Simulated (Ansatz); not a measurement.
Task: a relaxation followed by a look at the electronic structure of CsBr, space group Pm-3m, with Ansatz's Python interface. Give the script and its output. Settings (first run): LDA, PAW, the default cutoff (420 eV here), 4×4×4 k-points, fixed occupations.

```
CELL_PARAMETERS angstrom
4.28600 0.00000 0.00000
0.00000 4.28600 0.00000
0.00000 0.00000 4.28600
ATOMIC_POSITIONS crystal
Cs 0.00000 0.00000 0.00000
Br 0.50000 0.50000 0.50000
```

`csbr.py`:
```python
# -*- coding: utf-8 -*-
"""Relax CsBr, then bands and states at the relaxed cell."""

import ansatz
import numpy as np


def count_gap(report):
    # lowest empty less highest filled band, counting bands; zero where they overlap
    return max(report.get("gap_by_band_count_ev") or 0.0, 0.0)


def setup_for(crystal, spacing):
    return (
        crystal.calculation()
        .functional("lda")
        .occupations("Fixed")  # whole-number filling, right only where there is a gap
        .scf(tolerance=1e-07, max_iterations=60)
        .kpoints(spacing=spacing)
    )

system = (
    ansatz.Lattice.of([4.286, 0.0, 0.0], [0.0, 4.286, 0.0], [0.0, 0.0, 4.286])
    .atom("Cs", [0.0, 0.0, 0.0])
    .atom("Br", [0.5, 0.5, 0.5])
)

relaxed = setup_for(system, 0.4).relax(cell=True, force_tolerance=0.01, max_steps=40).checkpoint(write="relax.run").run(threads=1)
cell = np.asarray(relaxed.lattice.cell_ang)
print("relaxed edges (A):", np.linalg.norm(cell, axis=1).round(4), " volume:", round(abs(np.linalg.det(cell)), 3), "A^3")
for site in relaxed.lattice.sites:
    print(" ", site.symbol, np.round(site.position_frac, 4) + 0.0)

final = ansatz.Crystal.from_checkpoint("relax.run")
result = setup_for(final, 0.3).stress().band_table().density_of_states(energy_step=0.05).run(threads=1)
data = result.report
dos = result.density_of_states()
print(f"pressure at the relaxed cell {np.trace(data['stress_gpa']) / 3:.3f} GPa, gap by band count {count_gap(data):.3f} eV")
if count_gap(data) == 0:
    print("states/eV at the Fermi level:", round(float(np.interp(dos.fermi_ev, dos.energies_ev, dos.spin_summed_g_bin_mean_per_ev)), 3))
```

```console
$ python csbr.py
DeckWarning: basis.ecutwfc = 420 eV, auto-derived from the records' recommended cutoffs: set by Cs (normal level)
DeckWarning: relax.cell: scf.convergence.dr2_threshold = 1e-7 eV (the SCF's general default) is looser than the 2e-10 eV advised for a relaxation that steers and ends on the stress (1e-10 eV for each atom of the cell: 2). What an SCF threshold leaves in a stress goes as its square root, and in the free energy as the threshold itself, and one threshold admits the most on a small cell: of the crystals measured, under no hybrid functional and no lock of the moments, on runs that ended without the [...]
relaxed edges (A): [4.1401 4.1401 4.1401]  volume: 70.961 A^3
  Cs [0. 0. 0.]
  Br [0.5 0.5 0.5]
DeckWarning: crystal.checkpoint: the structure is that of relax.run, a `relax` run, at its step 4: its result, under lda at a charge of 0 e; 2 atoms read, 0 with a starting moment [...]
DeckWarning: output.stress: scf.convergence.dr2_threshold = 1e-7 eV (the SCF's general default) is looser than the 2e-10 eV advised for a printed stress (1e-10 eV for each atom of the cell: 2). What an SCF threshold leaves in a stress goes as its square root, and in the free energy as the threshold itself, and one threshold admits the most on a small cell: of the crystals measured, under no hybrid functional and no lock of the moments, on runs that ended without the residual-converged pass, on [...]
pressure at the relaxed cell -0.006 GPa, gap by band count 4.529 eV
```
(Warnings from the package without file and line, shortened.)

Reading the output:
- The settings weren't tested for convergence.
- Semilocal gaps usually lie well under measured ones.
- Of the deposited cell: the entry's cell lengths or inner coordinates differ somewhat from later room-temperature determinations.
- The crystal has a gap of about 4.53 eV on the mesh; bins of finite width blur the band edges.
- The structure is a deposited one; some such entries were measured under pressure or heat, so a shift against it needn't be the functional's error alone.
- Gaps and levels are Kohn-Sham values on a finite set of k-points, without spin-orbit coupling.
- Where the second run takes another functional or mesh than the relaxation, its pressure isn't zero; pressure is positive in compression.
- The computed bands are complete only to about 7.2 eV above the Fermi level; beyond that the density of states is undercounted.
- Finished in 5.1 s on 1 thread of Arm Neoverse V1 (shared host), peak memory 0.39 GiB.

(A comment or docstring line of the script was reworded after the run, the code is as it ran; lines on the test bed's own set-up are left out of the output.)
